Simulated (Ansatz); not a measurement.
# TaS2 (P-3m1) in Ansatz: equation of state

Aim: energy against volume of TaS2 in PBE, for its equilibrium volume and stiffness.

Program: Ansatz 0.2.0. These are calculated values, not measurements. Logs are shortened: lines on timing, memory, paths and dates and some standing lists are left out, and cuts for length are marked.

## 1. Starting point

Symmetry: P-3m1, No. 164, trigonal system. Conventional cell: a = 3.350 Å, b = 3.350 Å, c = 5.860 Å, α = 90.00°, β = 90.00°, γ = 120.00°. Ta (site symmetry -3m) has 6 S at 2.43 Å as nearest neighbours. S (site symmetry 3m) has 3 Ta at 2.43 Å as nearest neighbours.

## 2. Equation of state, PBE

Potentials or basis: all-electron LAPW, scalar-relativistic.

No new run: the results of the series are fitted here.

Results:

```
Equilibrium volume                        : 20.27 Å³/atom (rough: see the caveat)
Bulk modulus at fixed shape and positions : 122 GPa (rough)
```

Energy against volume, from the lowest point:
```tsv
volume (Å³/atom)	energy (meV/atom)
17.845	136.57
18.225	93.66
18.605	59.87
18.984	34.34
19.364	16.30
19.744	5.06
20.123	0.00
```

Caveat: the minimum lies outside the volumes run; the cell was scaled at fixed shape and fractional positions, which overstates the stiffness of a crystal with free parameters, most of all of layers and chains; this functional lacks dispersion, which binds the layers, so the pressure and a relaxed spacing across them are unreliable. The run has no spin-orbit coupling, so splittings on Ta are missing.
